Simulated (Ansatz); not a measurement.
# TiO2: the cost of one run

Program: Ansatz 0.2.0. Level of theory: reference: DFT r2SCAN, plane waves, PAW, scalar-relativistic, collinear spin. These are calculated values, not measurements.

### Step 1. The structure to begin with

Symmetry: P1, No. 1, triclinic system. Conventional cell: a = 3.663 Å, b = 3.761 Å, c = 5.384 Å, α = 70.66°, β = 70.98°, γ = 88.62°. Ti (site symmetry 1) has 6 O at 1.67 to 1.99 Å as nearest neighbours. Ti (site symmetry 1) is surrounded by 6 O at 1.67 to 2.08 Å. O (site symmetry 1) has 3 Ti at 1.79 to 1.94 Å as nearest neighbours. Around O (site symmetry 1) lie 3 Ti at 1.89 to 1.97 Å. O (site symmetry 1) has 3 Ti at 1.67 to 1.99 Å as nearest neighbours. O (site symmetry 1) has 3 Ti at 1.67 to 2.08 Å as nearest neighbours.

Cell or atoms stand a little off a more symmetric structure (I4_1/amd at a tolerance of 0.3 Å), so results at this geometry aren't those of that ideal crystal.

Structure file:

```xyz
6
Lattice="-1.7878 1.8686 4.7815 1.9282 -1.7496 4.7900 1.8322 1.7940 -4.7342" Properties=species:S:1:pos:R:3 pbc="T T T"
Ti   -1.7630    1.8843    4.7390
Ti    0.0243    1.8505    2.3322
O     0.0209    0.0494    1.7458
O     0.1313    1.9925    4.2162
O    -0.0135    1.8755    0.6671
O     0.1134    0.1032    7.8564
```

### Step 2. Baseline

The input, input.yaml:

```yaml
crystal:
  lattice:
    - [-1.78777687, 1.86863831, 4.78146718]
    - [1.92815204, -1.74962252, 4.78995702]
    - [1.83219723, 1.79404288, -4.73416122]
  atoms:
    - { symbol: Ti, position: [0.99982601, 0.00220881, 0.01103794] }
    - { symbol: Ti, position: [0.73876171, 0.23284559, 0.48909131] }
    - { symbol: O, position: [0.18993838, 0.18101693, 0.00622509] }
    - { symbol: O, position: [0.96744263, 0.45013105, 0.54196432] }
    - { symbol: O, position: [0.57726648, 0.05511973, 0.49789395] }
    - { symbol: O, position: [0.82231938, 0.8203227, 0.00101372] }
kpoints:
  mp_grid: { grid: [5, 5, 7], shift: [0.0, 0.0, 0.5] }
magnetization:
  spin_polarized: true
scf:
  occupations: { method: fermi_dirac, width: 0.1077 }
hamiltonian:
  pseudopotentials: { kind: paw }
  xc: r2scan
basis:
  ecutwfc: 500
output:
  forces: true
  stress: true
  eigenvalues: true
```

Started as:

```
$ ansatz run input.yaml --threads 1 --pin off --max-ram 2560MiB --backend cpu --events-out ev --progress --plain --runs-dir out
```

What time and memory should one allow on 1 thread of Intel Xeon Platinum 8488C (Sapphire Rapids), shared host?

About 58 s, with a peak of 0.71 GiB.
